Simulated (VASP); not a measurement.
Wanted: the native input for a VASP 6.6.1 run.

* Task: relaxation of the atoms
* Functional: revPBE
* Potentials or basis: VASP PAW PBE potentials, release 64 (Ag)
* Cutoff: 520 eV
* k mesh: 7 × 7 × 1
* Occupations: fermi-dirac, width 0.05 eV
* Spin: no spin polarisation
* Dipole correction: yes
* Atoms held fixed (from 0): [0, 1, 2]
* Further INCAR settings: ALGO = Normal; EDIFF = 1e-06; IBRION = 2; EDIFFG = -0.02; NSW = 60

The structure of Ag lies in POSCAR:

```
Ag
1.0
    2.9460943265      0.0000000000      0.0000000000
   -1.4730471633      2.5513925288      0.0000000000
    0.0000000000      0.0000000000     27.0052091601
Ag
6
Selective dynamics
Direct
    0.0000000000      0.0000000000      0.2777241959  F F F
    0.6666666667      0.3333333333      0.3666062915  F F F
    0.3333333334      0.6666666667      0.4554883870  F F F
    0.6666666667      0.3333333333      0.5445116130  T T T
    0.3333333334      0.6666666667      0.6333937085  T T T
    0.0000000000      0.0000000000      0.7222758041  T T T
```

The slab is cut from a database's or a generator's crystal, which needn't be the stable form of the element.

The input as run:

INCAR

```
SYSTEM = Ag
ALGO = Normal ; DIPOL = 0.5 0.5 0.500
EDIFF = 1E-6 ; EDIFFG = -0.02
ENCUT = 520 ; GGA = RE
IBRION = 2 ; IDIPOL = 3
ISIF = 2 ; ISMEAR = -1
LASPH = .TRUE. ; LCHARG = .FALSE.
LDIPOL = .TRUE. ; LREAL = .FALSE.
LWAVE = .FALSE. ; NELM = 100
NSW = 60 ; PREC = Accurate
SIGMA = 0.05
```

KPOINTS

```
k-points
0
G
  7 7 1
  0 0 0
```

Potentials or basis: VASP PAW PBE potentials, release 64 (Ag).

The run is started by

```bash
$ cat potpaw_PBE.64/Ag/POTCAR > POTCAR
$ mpirun -np 1 vasp_std > vasp.out
```

It gave:

```
Energy gained by relaxing : 0.5 meV/atom
Ionic steps               : 10
Band gap on the k mesh    : none (metal or under the smearing width)
```

Run time: 8.3 min on 1 thread of Intel(R) Xeon(R) Platinum 8375C CPU @ 2.90GHz (Ice Lake) (shared host), peak memory 0.36 GiB.
